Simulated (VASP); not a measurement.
A run of VASP 6.6.1 is set up as follows.

Contents of INCAR:

```
PREC     = Accurate       # precision mode
ENCUT    = 300            # plane-wave cutoff, eV
EDIFF    = 1E-7           # SCF threshold, eV
ISMEAR   = 0              # smearing method
SIGMA    = 0.03           # smearing width, eV
LREAL    = F              # projectors in reciprocal space
LASPH    = T              # aspherical terms in the spheres
NELM     = 80             # most SCF steps
ALGO     = Normal         # electronic algorithm
ISIF     = 2              # what is computed and relaxed
LWAVE    = F              # write WAVECAR
LCHARG   = F              # write CHGCAR
GGA      = PE             # functional
IBRION   = 2              # ionic algorithm
NSW      = 40             # ionic steps
EDIFFG   = -0.01          # ionic threshold
```

File KPOINTS:

```
regular mesh
0
Gamma
  5 5 5
```

File POSCAR:

```
Ge                                      
1.0
    0.0000000000      2.9135163860      2.9135163860
    2.9135163860      0.0000000000      2.9135163860
    2.9135163860      2.9135163860      0.0000000000
  Ge            
     2
Direct
     0.0000000000000000    0.0000000000000000    0.0000000000000000
     0.2500000000000000    0.2500000000000000    0.2500000000000000
```

Potentials or basis: VASP PAW PBE potentials, release 64 (Ge).

Run with:

```sh
$ cat potpaw_PBE.64/Ge/POTCAR > POTCAR
$ mpirun -np 1 vasp_std > vasp.out
```

(1) Predict the band gap on the k mesh.

## Answers

(1) none (metal or under the smearing width).

Caveat: the k mesh is coarse (spacing up to 0.37 Å⁻¹), so the values aren't converged; the relaxation stopped at its first step, so nothing moved.
